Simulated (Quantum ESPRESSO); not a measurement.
## W2C under changes of volume

One of the cells (12.729 Å³/atom); the others are scaled copies at fixed shape and fractional positions:

```
W C
1.0
     3.07005    0.00000    0.00000
    -1.53502    2.65874    0.00000
     0.00000    0.00000    4.67843
W C
2 1
Direct
  0.66667 0.33333 0.25367
  0.33333 0.66667 0.74633
  0.00000 0.00000 0.00000
```

The cell comes from a database or a generator and needn't be the stable form of this composition.

| Item | Value |
| --- | --- |
| Program | Quantum ESPRESSO 7.5 |
| Functional | PBE |
| Potentials or basis | SSSP 1.3 efficiency PBE |
| Cutoff | 748 eV |
| Density cutoff | 5987 eV |
| k mesh | 10 × 10 × 6 |
| Occupations | fermi-dirac, width 0.05 eV |
| Spin | no spin polarisation |

| volume (Å³/atom) | energy over the lowest point (meV/atom) | pressure (GPa) | largest force (eV/Å) |
| --- | --- | --- | --- |
| 11.965 | 47.35 | 22.2 | 0.671 |
| 12.220 | 18.93 | 13.5 | 0.454 |
| 12.475 | 3.59 | 5.8 | 0.255 |
| 12.729 | 0.00 | -1.3 | 0.070 |
| 12.984 | 6.97 | -7.6 | 0.100 |
| 13.238 | ? | ? | ? |
| 13.493 | 48.38 | -18.3 | 0.402 |

Q: What does the run at 13.238 Å³/atom give?

A: Energy over the lowest point 23.43 meV/atom; pressure -13.2 GPa; largest force 0.257 eV/Å.

Worked out: A Birch-Murnaghan fit of order 3 (a polynomial in V^(-2/3)) to the other rows has its minimum at 12.68 Å³/atom with B0 = V·E''(V) = 337 GPa and B' = 4.3 at fixed shape and positions, which overstates the stiffness. It gives 23.36 meV/atom at 13.238 Å³/atom, against the run's 23.43, and -dE/dV = -13.1 GPa, against -13.2.

Energies are extrapolated to zero smearing.
